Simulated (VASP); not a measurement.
## H3C2N: single point with PBE

The system is H3C2N.

```
C N H
1.0
     8.78762    0.00000    0.00000
     0.00000    8.78762    0.00000
     0.00000    0.00000    8.78762
C N H
12 6 18
Direct
  0.23892 0.74511 0.99998
  0.17349 0.64615 0.11152
  0.32532 0.98271 0.36433
  0.44110 0.86740 0.34645
  0.87681 0.26789 0.95540
  0.94945 0.12911 0.99892
  0.77759 0.39351 0.43388
  0.70655 0.46504 0.56515
  0.22425 0.48659 0.59100
  0.14629 0.33984 0.58701
  0.80310 0.91269 0.57621
  0.68815 0.03225 0.60042
  0.11734 0.57125 0.20779
  0.53820 0.78087 0.31381
  0.98582 0.01212 0.04892
  0.65034 0.50821 0.67333
  0.07334 0.23218 0.56557
  0.59546 0.12269 0.63397
  0.36657 0.73969 0.00577
  0.19675 0.72751 0.87567
  0.20133 0.85775 0.02618
  0.21404 0.93687 0.39730
  0.35565 0.06773 0.45323
  0.32320 0.03579 0.24830
  0.94361 0.34328 0.88824
  0.76574 0.23658 0.91319
  0.84143 0.33293 0.05911
  0.87557 0.45298 0.39474
  0.79915 0.28375 0.47817
  0.69358 0.37328 0.34253
  0.34600 0.51206 0.60848
  0.19714 0.53728 0.47129
  0.15620 0.55666 0.66795
  0.85067 0.90527 0.45979
  0.90791 0.92501 0.63896
  0.74293 0.80219 0.59564
```

The cell was built by a generator and needn't be a form met in nature.

```json
{
  "Program": "VASP 6.6.1",
  "Task": "single point",
  "Functional": "PBE",
  "Potentials or basis": "VASP PAW PBE potentials, release 64 (C, N, H)",
  "Cutoff": "520 eV",
  "k mesh": "1 × 1 × 1",
  "Occupations": "fermi-dirac, width 0.05 eV",
  "Spin": "no spin polarisation"
}
```

```json
{"Pressure": "0.0 GPa", "Largest force": "3.787 eV/Å", "Band gap on the k mesh": "6.15 eV, direct"}
```

Forces on the atoms (eV/Å):
```
C    0.768 -0.448 -1.860
C   -1.016 -1.258  1.217
C    0.196  0.612 -0.240
C    1.148 -1.039 -0.285
C   -0.968  0.390  1.707
C   -0.090 -0.228  0.559
C   -1.850  0.341  0.196
C    1.404 -1.039 -3.257
C   -1.256  1.243 -1.930
C    1.594  0.916 -0.090
C   -0.860 -0.533 -0.970
C    0.364  0.161  0.371
N    0.671  0.779 -1.069
N   -0.963  0.708  0.499
N    0.468 -0.314 -0.081
N   -1.580  1.501  3.097
N   -0.429 -0.924  0.184
N    0.574 -0.731 -0.408
H   -0.751 -0.031 -0.196
H    0.586 -0.205  1.684
H   -0.241  1.076  0.277
H   -0.024 -0.105 -0.287
H    0.102 -0.260 -0.448
H   -0.494  0.107  0.760
H    0.352  0.425 -0.935
H   -0.390  0.063 -1.084
H    0.601 -0.254 -0.167
H    0.868  0.376 -0.410
H    0.951 -1.378  0.158
H    0.106  0.466  0.061
H   -0.131 -1.096  0.287
H    0.341 -0.551  1.293
H    0.069  0.297  0.303
H   -0.722  0.340 -0.147
H    0.072  0.241  1.052
H    0.530  0.352  0.158
```

Stress tensor (GPa, compression positive):
```
-0.49 -0.29  0.13
-0.29  0.78  0.07
 0.13  0.07 -0.27
```

Levels at points of the mesh, in eV from the valence-band top:
| k point | band 45 | band 46 | band 47 | band 48 | band 49 | band 50 | band 51 | band 52 |
| --- | --- | --- | --- | --- | --- | --- | --- | --- |
| (0.00, 0.00, 0.00) | -0.14 | -0.12 | -0.10 | 0.00 | 6.15 | 6.70 | 6.95 | 7.00 |

Run time: 63 s on 1 thread of AMD EPYC 9R45 (Zen 5), with other jobs on the host, peak memory 0.63 GiB.

Caveat: the standard files for N, O and F lose accuracy on very short bonds.
